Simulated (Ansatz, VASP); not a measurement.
# Co2: VASP beside Ansatz

```
CELL_PARAMETERS angstrom
8.10000 0.00000 0.00000
0.00000 8.40000 0.00000
0.00000 0.00000 9.60000
ATOMIC_POSITIONS crystal
Co 0.50000 0.50000 0.37350
Co 0.50000 0.50000 0.62650
```

Alike in both runs: task single point; functional PBE; k mesh 1 × 1 × 1; collinear spin.

|  | VASP | Ansatz |
| --- | --- | --- |
| version | VASP 6.6.1 | Ansatz development build ahead of 0.2.0 |
| potentials or method | VASP PAW PBE potentials, release 64 (Co) | norm-conserving potentials, plane waves, scalar-relativistic |
| plane-wave cutoff (eV) | 520 | 1306 |
| occupations | fermi-dirac, width 0.1 eV | fermi-dirac |

```tsv
	VASP	Ansatz	Ansatz less VASP
net moment per atom (μB)	0.00	0.00	0.000
size of the moment on the site where the two differ most (μB)	1.95	1.90	-0.047
```

Site moments also hang on the region over which each program counts them. Ansatz warned: «reached_outside_group».
